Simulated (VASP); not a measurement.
# InAs (F-43m) in VASP: band structure with PBE

Aim: the band structure of InAs with PBE.

Program: VASP 6.6.1. These are calculated values, not measurements. Logs are shortened: lines on timing, memory, paths and dates and some standing lists are left out, and cuts for length are marked.

**Experimental background.**

From a printed reference work, data compilation, for a bulk crystal of InAs at 4.2 K: band gap 0.418 eV (direct).

The runs below are set against these values where they give the same quantity.

## 1. The structure

The structure is cubic, space group F-43m (No. 216). The conventional cell has a = 6.211 Å, b = 6.211 Å, c = 6.211 Å, α = 90.00°, β = 90.00°, γ = 90.00°. In (site symmetry -43m) has 4 As at 2.69 Å as nearest neighbours. As (site symmetry -43m) has 4 In at 2.69 Å as nearest neighbours.

## 2. Band structure, PBE

Input file INCAR:

```
PREC = Accurate
ENCUT = 520
EDIFF = 1E-7
ISMEAR = 0
SIGMA = 0.02
LREAL = False
LASPH = True
NELM = 60
ALGO = Fast
ISIF = 2
LWAVE = False
LCHARG = False
GGA = PE
NBANDS = 11
```

Input file KPOINTS:

```
regular mesh
0
Gamma
  10 10 10
```

Input file POSCAR:

```
InAs                                    
1.0
    0.0000000000      3.1054110152      3.1054110152
    3.1054110152      0.0000000000      3.1054110152
    3.1054110152      3.1054110152      0.0000000000
  In              As            
     1     1
Direct
     0.0000000000000000    0.0000000000000000    0.0000000000000000
     0.2500000000000000    0.2500000000000000    0.2500000000000000
```

Input file KPOINTS_OPT:

```
path GXWKGLUWLK,UX
15
line-mode
reciprocal
 0.0000000000  0.0000000000  0.0000000000  G
 0.5000000000  0.0000000000  0.5000000000  X

 0.5000000000  0.0000000000  0.5000000000  X
 0.5000000000  0.2500000000  0.7500000000  W

 0.5000000000  0.2500000000  0.7500000000  W
 0.3750000000  0.3750000000  0.7500000000  K

 0.3750000000  0.3750000000  0.7500000000  K
 0.0000000000  0.0000000000  0.0000000000  G

 0.0000000000  0.0000000000  0.0000000000  G
 0.5000000000  0.5000000000  0.5000000000  L

 0.5000000000  0.5000000000  0.5000000000  L
 0.6250000000  0.2500000000  0.6250000000  U

 0.6250000000  0.2500000000  0.6250000000  U
 0.5000000000  0.2500000000  0.7500000000  W

 0.5000000000  0.2500000000  0.7500000000  W
 0.5000000000  0.5000000000  0.5000000000  L

 0.5000000000  0.5000000000  0.5000000000  L
 0.3750000000  0.3750000000  0.7500000000  K

 0.6250000000  0.2500000000  0.6250000000  U
 0.5000000000  0.0000000000  0.5000000000  X
```

Potentials or basis: VASP PAW PBE potentials, release 64 (In, As).

Started as:

```sh
$ cat potpaw_PBE.64/In/POTCAR potpaw_PBE.64/As/POTCAR > POTCAR
$ mpirun -np 1 vasp_std > vasp.out
```

OUTCAR:

```text
PREC = Accurate
   ENCUT = 520
   EDIFF = 1E-7
   ISMEAR = 0
   LREAL = False
   LASPH = True
   NELM = 60
   ISIF = 2
   GGA = PE

 ion  position               nearest neighbor table
   1  0.000  0.000  0.000-   2 2.69   2 2.69   2 2.69   2 2.69
   2  0.250  0.250  0.250-   1 2.69   1 2.69   1 2.69   1 2.69

  LATTYP: Found a face centered cubic cell.
 ALAT       =     6.2108220304

  Lattice vectors:

 A1 = (   0.0000000000,   3.1054110152,   3.1054110152)
 A2 = (   3.1054110152,   0.0000000000,   3.1054110152)
 A3 = (   3.1054110152,   3.1054110152,   0.0000000000)

Analysis of symmetry for initial positions (statically):
=====================================================================
 Subroutine PRICEL returns:
 Original cell was already a primitive cell.

 Routine SETGRP: Setting up the symmetry group for a
 face centered cubic supercell.

 Subroutine GETGRP returns: Found 24 space group operations
 (whereof 24 operations were pure point group operations)
 out of a pool of 48 trial point group operations.

The static configuration has the point symmetry T_d .

Analysis of symmetry for dynamics (positions and initial velocities):
=====================================================================
 Subroutine PRICEL returns:
 Original cell was already a primitive cell.

 Routine SETGRP: Setting up the symmetry group for a
 face centered cubic supercell.

 Subroutine GETGRP returns: Found 24 space group operations
 (whereof 24 operations were pure point group operations)
 out of a pool of 48 trial point group operations.

The dynamic configuration has the point symmetry T_d .

 Subroutine INISYM returns: Found 24 space group operations
 (whereof 24 operations are pure point group operations),
 and found     1 'primitive' translations

----------------------------------------------------------------------------------------

                                     Primitive cell

  volume of cell :      59.8945

  direct lattice vectors                    reciprocal lattice vectors
     0.000000000  3.105411015  3.105411015    -0.161009283  0.161009283  0.161009283
     3.105411015  0.000000000  3.105411015     0.161009283 -0.161009283  0.161009283
     3.105411015  3.105411015  0.000000000     0.161009283  0.161009283 -0.161009283

  length of vectors
     4.391714374  4.391714374  4.391714374     0.278876258  0.278876258  0.278876258

  position of ions in fractional coordinates (direct lattice)
     0.000000000  0.000000000  0.000000000
     0.250000000  0.250000000  0.250000000

  ion indices of the primitive-cell ions
   primitive index   ion index
                 1           1
                 2           2

----------------------------------------------------------------------------------------

 KPOINTS: regular mesh

Automatic generation of k-mesh.
 Grid dimensions read from file:
 generate k-points for:   10   10   10

 Generating k-lattice:

  Cartesian coordinates                     Fractional coordinates (reciprocal lattice)
    -0.016100928  0.016100928  0.016100928     0.100000000  0.000000000  0.000000000
     0.016100928 -0.016100928  0.016100928     0.000000000  0.100000000  0.000000000
     0.016100928  0.016100928 -0.016100928     0.000000000  0.000000000  0.100000000

  Length of vectors
     0.027887626  0.027887626  0.027887626

  Shift w.r.t. Gamma in fractional coordinates (k-lattice)
     0.000000000  0.000000000  0.000000000

 Subroutine IBZKPT returns following result:
 ===========================================

 Found     47 irreducible k-points:

 Following reciprocal coordinates:
            Coordinates               Weight
  0.000000  0.000000  0.000000      1.000000
  0.100000  0.000000  0.000000      8.000000
  0.200000  0.000000  0.000000      8.000000
  0.300000  0.000000  0.000000      8.000000
  0.400000  0.000000  0.000000      8.000000
  0.500000  0.000000  0.000000      4.000000
[... 16 lines left out ...]
  0.300000  0.300000  0.000000      6.000000
  0.400000  0.300000  0.000000     24.000000
 [... further k-points ...]
   k-points           NKPTS =     47   k-points in BZ     NKDIM =     47   number of bands    NBANDS=     11
   number of dos      NEDOS =    301   number of ions     NIONS =      2
   total plane-waves  NPLWV =  46656
   dimension x,y,z NGX =    36 NGY =   36 NGZ =   36
   dimension x,y,z NGXF=    72 NGYF=   72 NGZF=   72
   ions per type =               1   1
   NGX,Y,Z   is equivalent  to a cutoff of  13.63, 13.63, 13.63 a.u.
   NGXF,Y,Z  is equivalent  to a cutoff of  27.26, 27.26, 27.26 a.u.
 SYSTEM =  unknown system
   PREC   = accura    normal or accurate (medium, high low for compatibility)
   ISTART =      0    job   : 0-new  1-cont  2-samecut
   ICHARG =      2    charge: 1-file 2-atom 10-const
   ISPIN  =      1    spin polarized calculation?
   LNONCOLLINEAR =      F non collinear calculations
   LSORBIT =      F    spin-orbit coupling
   LASPH  =      T    aspherical Exc in radial PAW
   ENCUT  =  520.0 eV  38.22 Ry    6.18 a.u.   8.17  8.17  8.17*2*pi/ulx,y,z
   NELM   =     60;   NELMIN=  2; NELMDL= -5     # of ELM steps
   EDIFF  = 0.1E-06   stopping-criterion for ELM
   LREAL  =      F    real-space projection
   EDIFFG = 0.1E-05   stopping-criterion for IOM
   NSW    =      0    number of steps for IOM
   IBRION =     -1    ionic relax: 0-MD 1-quasi-New 2-CG
   NFREE  =      0    steps in history (QN), initial steepest desc. (CG)
   ISIF   =      2    stress and relaxation
   ISYM   =      2    0-nonsym 1-usesym 2-fastsym
   POTIM  = 0.5000    time-step for ionic-motion
   TEBEG  =    0.0;   TEEND  =   0.0 temperature during run
   PSTRESS=    0.0 pullay stress
   NELECT =       8.0000    total number of electrons
   NUPDOWN=      -1.0000    fix difference up-down
   EMIN   =  10.00;   EMAX   =-10.00  energy-range for DOS
   EFERMI =   0.00;   METHOD = LEGACY
   ISMEAR =     0;   SIGMA  =   0.02  broadening in eV -4-tet -1-fermi 0-gaus
   EFERMI_NEDOS =   21; number of points for ismear=-14 and -15
   IALGO  =     68    algorithm
   IMIX   =      4    mixing-type and parameters
     AMIX     =   0.40;   BMIX     =  1.00
     AMIX_MAG =   1.60;   BMIX_MAG =  1.00
  volume/ion in A,a.u.               =      29.95       202.09
  Fermi-wavevector in a.u.,A,eV,Ry     =   0.836840  1.581398  9.528175  0.700301
  Thomas-Fermi vector in A             =   1.950631
   LORBIT       =      0    0 simple, 1 ext, 2 COOP (PROOUT), +10 PAW based schemes
   GGA     = PE    functional components
   LHFCALC =     F    Hartree Fock is set to
   AEXX    =    0.0000 exact exchange contribution
   IVDW    =     0    specifies the selected vdW correction
   LEPSILON=     F    determine dielectric tensor
   LRPA    =     F    only Hartree local field effects (RPA)
 non-spin polarized calculation
 RMM-DIIS sequential band-by-band and
 Gauss-broadening in eV      SIGMA  =   0.02
  energy-cutoff  :      520.00
  volume of cell :       59.89
 maximum number of plane-waves:      1639
 NGX is ok and might be reduce to    36
   NGX = 17   NGY = 17   NGZ = 17

 number of electron       8.0000000 magnetization

 Free energy of the ion-electron system (eV)
  ---------------------------------------------------
  ext. energy  EPLUGINS =         0.00000000
  ---------------------------------------------------
  free energy    TOTEN  =        -7.69771523 eV

  energy without entropy =       -7.69768438  energy(sigma->0) =       -7.69769981

 E-fermi :   2.6332     XC(G=0):  -8.5344

 val. band max:        2.6271411467   @ k =   0.0000   0.0000   0.0000
 cond. band min:       3.3657860196   @ k =   0.1000   0.0000   0.0000
 fundamental gap:      0.7386448728
 Fermi energy:         2.6332324210

 k-point     1 :       0.0000    0.0000    0.0000
  band No.  band energies     occupation
      1      -8.7306      2.00000
      2       2.0699      2.00000
      3       2.6271      1.33334
      4       2.6271      1.33333
      5       2.6271      1.33333
      6       6.5244      0.00000
      7       6.5244      0.00000
      8       6.5244      0.00000
      9       9.8871      0.00000
     10      11.9668      0.00000
     11      11.9668      0.00000

 k-point     2 :       0.1000    0.0000    0.0000
  band No.  band energies     occupation
      1      -8.6518      2.00000
      2       1.0221      2.00000
      3       2.5158      2.00000
      4       2.5158      2.00000
      5       3.3658      0.00000
      6       6.5528      0.00000
      7       6.6939      0.00000
      8       6.6939      0.00000
      9      10.4494      0.00000
     10      11.3872      0.00000
     11      11.3872      0.00000

 k-point     3 :       0.2000    0.0000    0.0000
  band No.  band energies     occupation
      1      -8.4275      2.00000
      2      -0.3066      2.00000
      3       2.2624      2.00000
      4       2.2624      2.00000
      5       3.7192      0.00000
      6       7.0421      0.00000
      7       7.0421      0.00000
      8       7.0704      0.00000
      9      10.9775      0.00000
     10      10.9775      0.00000
     11      11.0127      0.00000
[... 267 lines left out ...]
 k-point    23 :       0.3000    0.3000    0.0000
  band No.  band energies     occupation
      1      -7.8787      2.00000
      2      -1.5776      2.00000
      3       1.0960      2.00000
      4       1.0960      2.00000
      5       4.7037      0.00000
      6       5.2175      0.00000
      7       9.3111      0.00000
      8       9.3111      0.00000
      9       9.4381      0.00000
     10      12.9074      0.00000
     11      14.0257      0.00000

 k-point    24 :       0.4000    0.3000    0.0000
  band No.  band energies     occupation
      1      -7.6153      2.00000
      2      -2.1328      2.00000
      3       0.6813      2.00000
      4       0.9193      2.00000
      5       4.7371      0.00000
      6       5.3321      0.00000
      7       9.0207      0.00000
      8       9.7076      0.00000
      9      10.8340      0.00000
     10      13.3731      0.00000
     11      14.1485      0.00000

 [... further k-points ...]

------------------------ aborting loop because EDIFF is reached ----------------------------------------

  FORCE on cell =-STRESS in cart. coord.  units (eV):
  Direction    XX          YY          ZZ          XY          YZ          ZX
  --------------------------------------------------------------------------------------
  -------------------------------------------------------------------------------------
  Total        0.0021593      0.0021593      0.0021593      0.0000000     -0.0000000      0.0000000
  in kB        0.0577622      0.0577622      0.0577622      0.0000000     -0.0000000      0.0000000
  external PRESSURE =       0.0577622 kB  Pullay stress =       0.0000000 kB

 VOLUME and BASIS-vectors are now :
 -----------------------------------------------------------------------------
  energy-cutoff  :      520.00
  volume of cell :       59.89
      direct lattice vectors                 reciprocal lattice vectors
     0.000000000  3.105411015  3.105411015    -0.161009283  0.161009283  0.161009283
     3.105411015  0.000000000  3.105411015     0.161009283 -0.161009283  0.161009283
     3.105411015  3.105411015  0.000000000     0.161009283  0.161009283 -0.161009283

 POSITION                                       TOTAL-FORCE (eV/Angst)
 -----------------------------------------------------------------------------------
      0.00000      0.00000      0.00000        -0.000000     -0.000000     -0.000000
      1.55271      1.55271      1.55271         0.000000      0.000000      0.000000
 -----------------------------------------------------------------------------------
    total drift:                                0.000000      0.000000      0.000000

  FREE ENERGIE OF THE ION-ELECTRON SYSTEM (eV)
  ---------------------------------------------------
  free  energy   TOTEN  =        -7.6977152318 eV

  energy  without entropy=       -7.6976843793  energy(sigma->0) =       -7.69769981
```

It took 61 s on 1 thread of AMD EPYC 9R45 (Zen 5), shared host; peak memory 0.21 GiB.

Results:

* Free energy: -7.6977 eV
* Pressure: 0.0 GPa
* Band gap along the path: none (metal or under the smearing width)

Levels at the corners of the path, in eV from the Fermi level:
```
point  band 2  band 3  band 4  band 5  band 6  band 7
    Γ   -0.56   -0.01   -0.01   -0.01    3.89    3.89
    X   -5.49   -2.06   -2.06    1.68    2.06    8.68
    X   -5.49   -2.06   -2.06    1.68    2.06    8.68
    W   -5.36   -2.64   -2.53    3.89    4.27    4.80
    W   -5.36   -2.64   -2.53    3.89    4.27    4.80
    K   -5.36   -2.91   -1.73    2.14    4.10    6.98
    K   -5.36   -2.91   -1.73    2.14    4.10    6.98
    Γ   -0.56   -0.01   -0.01   -0.01    3.89    3.89
    Γ   -0.56   -0.01   -0.01   -0.01    3.89    3.89
    L   -5.36   -0.88   -0.88    0.81    4.64    4.64
    L   -5.36   -0.88   -0.88    0.81    4.64    4.64
    U   -5.36   -2.91   -1.73    2.14    4.10    6.98
    U   -5.36   -2.91   -1.73    2.14    4.10    6.98
    W   -5.36   -2.64   -2.53    3.89    4.27    4.80
    W   -5.36   -2.64   -2.53    3.89    4.27    4.80
    L   -5.36   -0.88   -0.88    0.81    4.64    4.64
    L   -5.36   -0.88   -0.88    0.81    4.64    4.64
    K   -5.36   -2.91   -1.73    2.14    4.10    6.98
    U   -5.36   -2.91   -1.73    2.14    4.10    6.98
    X   -5.49   -2.06   -2.06    1.68    2.06    8.68
```

Caveat: spin-orbit coupling is left out, which moves the levels of the heavy elements; this crystal is a semiconductor, whose small gap the functional closes, so the metal is an error of the method.

## 3. Comparison with measurements

Step 2. Against the measured gap of InAs, 0.418 eV (direct; 4.2 K; a printed reference work, data compilation), the calculated 0.00 eV is off by -0.42 eV. Spin-orbit coupling on As, In is left out. The value is that of PBE, without temperature or zero-point motion. Semilocal functionals fall short of measured gaps as a rule.
